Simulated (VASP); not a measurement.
# Ca (Immm) in VASP: a series of runs

Runs on Ca. Level: PBEsol. Tasks: single point.

Program: VASP 6.6.1. These are calculated values, not measurements. Logs are shortened: lines on timing, memory, paths and dates and some standing lists are left out, and cuts for length are marked.

### Step 1. The cell of the first run

Symmetry: Immm, No. 71, orthorhombic system. Conventional cell: a = 4.154 Å, b = 4.242 Å, c = 4.903 Å, α = 90.00°, β = 90.00°, γ = 90.00°. Ca (site symmetry mmm) is surrounded by 12 Ca at 3.85 to 4.24 Å.

This isn't the form of Ca at room conditions, which is fcc.

### Step 2. Single point, PBEsol (strained and moved within a subgroup)

The input, INCAR:

```
SYSTEM = Ca
ALGO = Fast ; EDIFF = 1E-6
ENCUT = 520 ; GGA = PS
ISIF = 2 ; ISMEAR = 0
LASPH = .TRUE. ; LCHARG = .FALSE.
LREAL = .FALSE. ; LWAVE = .FALSE.
NBANDS = 11 ; NELM = 100
PREC = Accurate ; SIGMA = 0.1
```

The input, KPOINTS:

```
k-points
0
G
  14 14 14
  0 0 0
```

The input, POSCAR:

```
Ca
1.0
   -2.0771788105      2.1208365522      2.4514413876
    2.0771788105     -2.1208365522      2.4514413876
    2.0771788105      2.1208365522     -2.4514413876
Ca
1
Direct
    0.5000000000      0.5000000000      0.0000000000
```

Potentials or basis: VASP PAW PBE potentials, release 64 (Ca_sv).

Launch:

```sh
$ cat potpaw_PBE.64/Ca_sv/POTCAR > POTCAR
$ mpirun -np 1 vasp_std > vasp.out
```

OUTCAR:

```text
SYSTEM = Ca
   EDIFF = 1E-6
   ENCUT = 520
   GGA = PS
   ISIF = 2
   ISMEAR = 0
   LASPH = .TRUE.
   LREAL = .FALSE.
   NELM = 100
   PREC = Accurate

 ion  position               nearest neighbor table
   1  0.500  0.500  0.000-

  LATTYP: Found a body centered orthorhombic cell.
 ALAT       =     4.1543576210
 B/A-ratio  =     1.0210178062
 C/A-ratio  =     1.1801783146

  Lattice vectors:

 A1 = (  -2.0771788105,   2.1208365522,   2.4514413876)
 A2 = (   2.0771788105,  -2.1208365522,   2.4514413876)
 A3 = (   2.0771788105,   2.1208365522,  -2.4514413876)

Analysis of symmetry for initial positions (statically):
=====================================================================
 Subroutine PRICEL returns:
 Original cell was already a primitive cell.

 Routine SETGRP: Setting up the symmetry group for a
 body centered orthorhombic supercell.

 Subroutine GETGRP returns: Found  8 space group operations
 (whereof  8 operations were pure point group operations)
 out of a pool of  8 trial point group operations.

The static configuration has the point symmetry D_2h.

Analysis of symmetry for dynamics (positions and initial velocities):
=====================================================================
 Subroutine PRICEL returns:
 Original cell was already a primitive cell.

 Routine SETGRP: Setting up the symmetry group for a
 body centered orthorhombic supercell.

 Subroutine GETGRP returns: Found  8 space group operations
 (whereof  8 operations were pure point group operations)
 out of a pool of  8 trial point group operations.

The dynamic configuration has the point symmetry D_2h.

 Subroutine INISYM returns: Found  8 space group operations
 (whereof  8 operations are pure point group operations),
 and found     1 'primitive' translations

----------------------------------------------------------------------------------------

                                     Primitive cell

  volume of cell :      43.1979

  direct lattice vectors                    reciprocal lattice vectors
    -2.077178810  2.120836552  2.451441388     0.000000000  0.235756027  0.203961638
     2.077178810 -2.120836552  2.451441388     0.240711102  0.000000000  0.203961638
     2.077178810  2.120836552 -2.451441388     0.240711102  0.235756027  0.000000000

  length of vectors
     3.849959009  3.849959009  3.849959009     0.311739080  0.315503065  0.336931356

  position of ions in fractional coordinates (direct lattice)
     0.500000000  0.500000000  0.000000000

  ion indices of the primitive-cell ions
   primitive index   ion index
                 1           1

----------------------------------------------------------------------------------------

 KPOINTS: k-points

Automatic generation of k-mesh.
 Grid dimensions read from file:
 generate k-points for:   14   14   14

 Generating k-lattice:

  Cartesian coordinates                     Fractional coordinates (reciprocal lattice)
     0.000000000  0.016839716  0.014568688     0.071428571  0.000000000  0.000000000
     0.017193650  0.000000000  0.014568688     0.000000000  0.071428571  0.000000000
     0.017193650  0.016839716  0.000000000     0.000000000  0.000000000  0.071428571

  Length of vectors
     0.022267077  0.022535933  0.024066525

  Shift w.r.t. Gamma in fractional coordinates (k-lattice)
     0.000000000  0.000000000  0.000000000

 Subroutine IBZKPT returns following result:
 ===========================================

 Found    428 irreducible k-points:

 Following reciprocal coordinates:
            Coordinates               Weight
  0.000000  0.000000  0.000000      1.000000
  0.071429 -0.000000  0.000000      4.000000
  0.142857 -0.000000  0.000000      4.000000
  0.214286 -0.000000  0.000000      4.000000
  0.285714 -0.000000  0.000000      4.000000
  0.357143 -0.000000  0.000000      4.000000
[... 16 lines left out ...]
 -0.000000  0.142857  0.000000      4.000000
  0.071429  0.142857  0.000000      8.000000
 [... further k-points ...]
   k-points           NKPTS =    428   k-points in BZ     NKDIM =    428   number of bands    NBANDS=     11
   number of dos      NEDOS =    301   number of ions     NIONS =      1
   total plane-waves  NPLWV =  27000
   dimension x,y,z NGX =    30 NGY =   30 NGZ =   30
   dimension x,y,z NGXF=    60 NGYF=   60 NGZF=   60
   ions per type =               1
   NGX,Y,Z   is equivalent  to a cutoff of  12.95, 12.95, 12.95 a.u.
   NGXF,Y,Z  is equivalent  to a cutoff of  25.91, 25.91, 25.91 a.u.
 SYSTEM =  Ca
   PREC   = accura    normal or accurate (medium, high low for compatibility)
   ISTART =      0    job   : 0-new  1-cont  2-samecut
   ICHARG =      2    charge: 1-file 2-atom 10-const
   ISPIN  =      1    spin polarized calculation?
   LNONCOLLINEAR =      F non collinear calculations
   LSORBIT =      F    spin-orbit coupling
   LASPH  =      T    aspherical Exc in radial PAW
   ENCUT  =  520.0 eV  38.22 Ry    6.18 a.u.   7.16  7.16  7.16*2*pi/ulx,y,z
   NELM   =    100;   NELMIN=  2; NELMDL= -5     # of ELM steps
   EDIFF  = 0.1E-05   stopping-criterion for ELM
   LREAL  =      F    real-space projection
   EDIFFG = 0.1E-04   stopping-criterion for IOM
   NSW    =      0    number of steps for IOM
   IBRION =     -1    ionic relax: 0-MD 1-quasi-New 2-CG
   NFREE  =      0    steps in history (QN), initial steepest desc. (CG)
   ISIF   =      2    stress and relaxation
   ISYM   =      2    0-nonsym 1-usesym 2-fastsym
   POTIM  = 0.5000    time-step for ionic-motion
   TEBEG  =    0.0;   TEEND  =   0.0 temperature during run
   PSTRESS=    0.0 pullay stress
   NELECT =      10.0000    total number of electrons
   NUPDOWN=      -1.0000    fix difference up-down
   EMIN   =  10.00;   EMAX   =-10.00  energy-range for DOS
   EFERMI =   0.00;   METHOD = LEGACY
   ISMEAR =     0;   SIGMA  =   0.10  broadening in eV -4-tet -1-fermi 0-gaus
   EFERMI_NEDOS =   21; number of points for ismear=-14 and -15
   IALGO  =     68    algorithm
   IMIX   =      4    mixing-type and parameters
     AMIX     =   0.40;   BMIX     =  1.00
     AMIX_MAG =   1.60;   BMIX_MAG =  1.00
  volume/ion in A,a.u.               =      43.20       291.51
  Fermi-wavevector in a.u.,A,eV,Ry     =   1.005203  1.899559 13.747789  1.010434
  Thomas-Fermi vector in A             =   2.137868
   LORBIT       =      0    0 simple, 1 ext, 2 COOP (PROOUT), +10 PAW based schemes
   GGA     = PS    functional components
   LHFCALC =     F    Hartree Fock is set to
   AEXX    =    0.0000 exact exchange contribution
   IVDW    =     0    specifies the selected vdW correction
   LEPSILON=     F    determine dielectric tensor
   LRPA    =     F    only Hartree local field effects (RPA)
 non-spin polarized calculation
 RMM-DIIS sequential band-by-band and
 Gauss-broadening in eV      SIGMA  =   0.10
  energy-cutoff  :      520.00
  volume of cell :       43.20
 maximum number of plane-waves:      1180
 NGX is ok and might be reduce to    30
   NGX = 15   NGY = 15   NGZ = 15

 number of electron      10.0000000 magnetization

 Free energy of the ion-electron system (eV)
  ---------------------------------------------------
  ext. energy  EPLUGINS =         0.00000000
  ---------------------------------------------------
  free energy    TOTEN  =        -2.11815875 eV

  energy without entropy =       -2.11081383  energy(sigma->0) =       -2.11448629

 E-fermi :   1.8152     XC(G=0):  -7.7363

 val. band max:        1.8139223800   @ k =   0.3571   0.2857   0.0714
 cond. band min:       1.8233507835   @ k =  -0.4286  -0.2857   0.0714
 fundamental gap:      0.0094284035
 Fermi energy:         1.8151770324

 k-point     1 :       0.0000    0.0000    0.0000
  band No.  band energies     occupation
      1     -40.1014      2.00000
      2     -21.0995      2.00000
      3     -21.0965      2.00000
      4     -21.0878      2.00000
      5      -2.1887      2.00000
      6       3.9078      0.00000
      7       4.0200      0.00000
      8       4.5659      0.00000
      9       4.6669      0.00000
     10       5.3934      0.00000
     11      11.1546      0.00000

 k-point     2 :       0.0714   -0.0000    0.0000
  band No.  band energies     occupation
      1     -40.1008      2.00000
      2     -21.1012      2.00000
      3     -21.1011      2.00000
      4     -21.0899      2.00000
      5      -2.1025      2.00000
      6       3.8756      0.00000
      7       4.0390      0.00000
      8       4.5644      0.00000
      9       4.6290      0.00000
     10       5.3633      0.00000
     11      11.2035      0.00000

 k-point     3 :       0.1429   -0.0000    0.0000
  band No.  band energies     occupation
      1     -40.0990      2.00000
      2     -21.1182      2.00000
      3     -21.1060      2.00000
      4     -21.0912      2.00000
      5      -1.8481      2.00000
      6       3.7289      0.00000
      7       4.0391      0.00000
      8       4.5803      0.00000
      9       4.6262      0.00000
     10       5.2985      0.00000
     11      10.7660      0.00000

 k-point     4 :       0.2143   -0.0000    0.0000
  band No.  band energies     occupation
      1     -40.0965      2.00000
      2     -21.1444      2.00000
      3     -21.1129      2.00000
      4     -21.0917      2.00000
      5      -1.4384      2.00000
      6       3.4211      0.00000
      7       3.9462      0.00000
      8       4.5938      0.00000
      9       4.8451      0.00000
     10       5.2519      0.00000
     11       9.6643      0.00000
[... 239 lines left out ...]
 k-point    22 :      -0.0714    0.0714    0.0000
  band No.  band energies     occupation
      1     -40.1007      2.00000
      2     -21.1049      2.00000
      3     -21.0983      2.00000
      4     -21.0904      2.00000
      5      -2.0879      2.00000
      6       3.8644      0.00000
      7       4.0465      0.00000
      8       4.5102      0.00000
      9       4.6908      0.00000
     10       5.3426      0.00000
     11      11.2889      0.00000

 k-point    23 :      -0.0000    0.1429    0.0000
  band No.  band energies     occupation
      1     -40.0989      2.00000
      2     -21.1210      2.00000
      3     -21.1033      2.00000
      4     -21.0924      2.00000
      5      -1.8394      2.00000
      6       3.8132      0.00000
      7       3.9367      0.00000
      8       4.6007      0.00000
      9       4.6374      0.00000
     10       5.2720      0.00000
     11      10.9908      0.00000

 k-point    24 :       0.0714    0.1429    0.0000
  band No.  band energies     occupation
      1     -40.0974      2.00000
      2     -21.1340      2.00000
      3     -21.1080      2.00000
      4     -21.0940      2.00000
      5      -1.6146      2.00000
      6       3.6378      0.00000
      7       3.9088      0.00000
      8       4.5963      0.00000
      9       4.7410      0.00000
     10       5.2511      0.00000
     11      10.5435      0.00000

 [... further k-points ...]

------------------------ aborting loop because EDIFF is reached ----------------------------------------

  FORCE on cell =-STRESS in cart. coord.  units (eV):
  Direction    XX          YY          ZZ          XY          YZ          ZX
  --------------------------------------------------------------------------------------
  -------------------------------------------------------------------------------------
  Total       -0.2727347     -0.3253644     -0.2121428      0.0000000      0.0000000      0.0000000
  in kB      -10.1155254    -12.0675212     -7.8682181      0.0000000      0.0000000      0.0000000
  external PRESSURE =     -10.0170883 kB  Pullay stress =       0.0000000 kB

 VOLUME and BASIS-vectors are now :
 -----------------------------------------------------------------------------
  energy-cutoff  :      520.00
  volume of cell :       43.20
      direct lattice vectors                 reciprocal lattice vectors
    -2.077178810  2.120836552  2.451441388     0.000000000  0.235756027  0.203961638
     2.077178810 -2.120836552  2.451441388     0.240711102  0.000000000  0.203961638
     2.077178810  2.120836552 -2.451441388     0.240711102  0.235756027  0.000000000

 POSITION                                       TOTAL-FORCE (eV/Angst)
 -----------------------------------------------------------------------------------
      0.00000      0.00000      2.45144        -0.000000      0.000000      0.000000
 -----------------------------------------------------------------------------------
    total drift:                                0.000000     -0.000000      0.000000

  FREE ENERGIE OF THE ION-ELECTRON SYSTEM (eV)
  ---------------------------------------------------
  free  energy   TOTEN  =        -2.1181587520 eV

  energy  without entropy=       -2.1108138273  energy(sigma->0) =       -2.11448629
```

Wall time 89 s (1 thread of Intel Xeon 6975P-C (Granite Rapids), shared host); peak memory 0.32 GiB.

Results:

| Item | Value |
| --- | --- |
| Free energy | -2.1182 eV |
| Pressure | -1.0 GPa |
| Band gap on the k mesh | none (metal or under the smearing width) |

Levels at points of the mesh, in eV from the Fermi level:
```csv
k point,band 3,band 4,band 5,band 6,band 7,band 8
"(0.00, 0.00, 0.00)",-22.91,-22.90,-4.00,2.09,2.20,2.75
"(0.50, 0.00, 0.00)",-22.95,-22.91,-0.99,-0.17,1.73,2.72
"(0.00, 0.50, 0.00)",-22.95,-22.91,-0.94,-0.10,1.61,2.78
"(0.50, 0.50, 0.00)",-22.96,-22.93,-0.67,0.36,0.86,3.69
"(0.50, 0.50, 0.50)",-22.99,-22.99,-0.11,0.29,2.34,4.00
```

Caveat: the PAW data sets were made with another functional, which shifts forces and pressure a little.

### Step 3. Single point, PBEsol (strained and moved within the space group)

The input, INCAR:

```
SYSTEM = Ca
PREC = Accurate
ENCUT = 520
EDIFF = 1E-6
ISMEAR = 0
SIGMA = 0.1
LREAL = .FALSE.
LASPH = .TRUE.
NELM = 100
ALGO = Fast
ISIF = 2
LWAVE = .FALSE.
LCHARG = .TRUE.
GGA = PS
LELF = .TRUE.
LVHAR = .TRUE.
NBANDS = 11
```

The input, KPOINTS:

```
regular mesh
0
G
  14 14 14
  0 0 0
```

The input, POSCAR:

```
Ca
1.0
   -2.0184771616      1.9350434601      2.4418800595
    2.0184771616     -1.9350434601      2.4418800595
    2.0184771616      1.9350434601     -2.4418800595
Ca
1
Direct
    0.5000000000      0.5000000000      0.0000000000
```

Potentials or basis: VASP PAW PBE potentials, release 64 (Ca_sv).

Launch:

```sh
$ cat potpaw_PBE.64/Ca_sv/POTCAR > POTCAR
$ mpirun -np 1 vasp_std > vasp.out
```

OUTCAR:

```text
SYSTEM = Ca
   PREC = Accurate
   ENCUT = 520
   EDIFF = 1E-6
   ISMEAR = 0
   LREAL = .FALSE.
   LASPH = .TRUE.
   NELM = 100
   ISIF = 2
   GGA = PS

 ion  position               nearest neighbor table
   1  0.500  0.500  0.000-

  LATTYP: Found a body centered orthorhombic cell.
 ALAT       =     3.8700869202
 B/A-ratio  =     1.0431172236
 C/A-ratio  =     1.2619251763

  Lattice vectors:

 A1 = (   2.0184771616,  -1.9350434601,  -2.4418800595)
 A2 = (  -2.0184771616,   1.9350434601,  -2.4418800595)
 A3 = (   2.0184771616,   1.9350434601,   2.4418800595)

Analysis of symmetry for initial positions (statically):
=====================================================================
 Subroutine PRICEL returns:
 Original cell was already a primitive cell.

 Routine SETGRP: Setting up the symmetry group for a
 body centered orthorhombic supercell.

 Subroutine GETGRP returns: Found  8 space group operations
 (whereof  8 operations were pure point group operations)
 out of a pool of  8 trial point group operations.

The static configuration has the point symmetry D_2h.

Analysis of symmetry for dynamics (positions and initial velocities):
[... 168 lines left out ...]
      1     -39.3094      2.00000
      2     -20.2929      2.00000
      3     -20.2838      2.00000
      4     -20.2736      2.00000
      5      -1.9095      2.00000
      6       4.4866      0.00000
      7       4.7597      0.00000
      8       5.1907      0.00000
      9       5.5127      0.00000
     10       6.2665      0.00000
     11      12.0290      0.00000
[... 309 lines left out ...]
 k-point    24 :       0.0714    0.1429    0.0000
  band No.  band energies     occupation
      1     -39.3026      2.00000
      2     -20.3407      2.00000
      3     -20.3069      2.00000
      4     -20.2803      2.00000
      5      -1.2998      2.00000
      6       4.1470      0.00000
      7       4.7458      0.00000
      8       5.1275      0.00000
      9       5.6412      0.00000
     10       6.0858      0.00000
     11      11.5509      0.00000

 [... further k-points ...]

------------------------ aborting loop because EDIFF is reached ----------------------------------------

  FORCE on cell =-STRESS in cart. coord.  units (eV):
  Direction    XX          YY          ZZ          XY          YZ          ZX
  --------------------------------------------------------------------------------------
  -------------------------------------------------------------------------------------
  Total        0.1844411      0.3388983      0.3406052      0.0000000      0.0000000      0.0000000
  in kB        7.7458573     14.2324971     14.3041808      0.0000000      0.0000000      0.0000000
  external PRESSURE =      12.0941784 kB  Pullay stress =       0.0000000 kB

 VOLUME and BASIS-vectors are now :
 -----------------------------------------------------------------------------
  energy-cutoff  :      520.00
  volume of cell :       38.15
      direct lattice vectors                 reciprocal lattice vectors
    -2.018477162  1.935043460  2.441880059     0.000000000  0.258392129  0.204760262
     2.018477162 -1.935043460  2.441880059     0.247711497  0.000000000  0.204760262
     2.018477162  1.935043460 -2.441880059     0.247711497  0.258392129  0.000000000

 POSITION                                       TOTAL-FORCE (eV/Angst)
 -----------------------------------------------------------------------------------
      0.00000      0.00000      2.44188        -0.000000     -0.000000     -0.000000
 -----------------------------------------------------------------------------------
    total drift:                                0.000000     -0.000000      0.000000

  FREE ENERGIE OF THE ION-ELECTRON SYSTEM (eV)
  ---------------------------------------------------
  free  energy   TOTEN  =        -2.1197060713 eV

  energy  without entropy=       -2.1134111576  energy(sigma->0) =       -2.11655861
```

Wall time 72 s (1 thread of Intel Xeon 6975P-C (Granite Rapids), shared host); peak memory 0.29 GiB.

Results:

```yaml
Free_energy: -2.1197 eV
Pressure: 1.2 GPa
Band_gap_on_the_k_mesh: none (metal or under the smearing width)
```

Caveat: the PAW data sets were made with another functional, which shifts forces and pressure a little.

### Step 4. Single point, PBEsol (strained and moved within a subgroup)

The input, INCAR:

```
PREC = Accurate ; ENCUT = 520
EDIFF = 1E-6 ; ISMEAR = 0
SIGMA = 0.1 ; LREAL = False
LASPH = True ; NELM = 100
ALGO = Fast ; ISIF = 2
LWAVE = False ; LCHARG = False
GGA = PS ; NBANDS = 11
```

The input, KPOINTS:

```
regular mesh
0
Gamma
  14 14 14
```

The input, POSCAR:

```
Ca
1.0
   -2.2425707062      2.1459312300      2.4412442679
    2.2425707062     -2.1459312300      2.4412442679
    2.2425707062      2.1459312300     -2.4412442679
Ca
1
Direct
    0.5000000000      0.5000000000      0.0000000000
```

Launch:

```sh
$ cat potpaw_PBE.64/Ca_sv/POTCAR > POTCAR
$ mpirun -np 1 vasp_std > vasp.out
```

It took 87 s on 1 thread of Intel Xeon 6975P-C (Granite Rapids), shared host; peak memory 0.33 GiB.

The run converged. Its results:

* Free energy: -2.0785 eV
* Pressure: -2.0 GPa
* Band gap on the k mesh: none (metal or under the smearing width)

Stress tensor (GPa, compression positive):
```
-2.24  0.00  0.00
 0.00 -1.99  0.00
 0.00  0.00 -1.92
```

Levels at points of the mesh, in eV from the Fermi level:
```csv
k point,band 1,band 2,band 3,band 4,band 5,band 6,band 7,band 8,band 9,band 10
"(0.00, 0.00, 0.00)",-42.14,-23.14,-23.14,-23.14,-3.87,1.94,2.14,2.44,2.78,3.30
"(0.50, 0.00, 0.00)",-42.13,-23.24,-23.17,-23.14,-0.86,-0.11,1.37,2.77,3.47,3.93
"(0.00, 0.50, 0.00)",-42.13,-23.23,-23.17,-23.14,-0.99,-0.24,1.61,2.64,3.28,3.92
"(0.50, 0.50, 0.00)",-42.13,-23.24,-23.17,-23.15,-0.69,0.14,0.97,3.25,3.51,4.01
"(0.50, 0.50, 0.50)",-42.12,-23.22,-23.21,-23.20,0.03,0.27,2.50,3.72,3.72,3.80
```

Caveat: the PAW data sets were made with another functional, which shifts forces and pressure a little.

(Continued in part 2 of 2.)
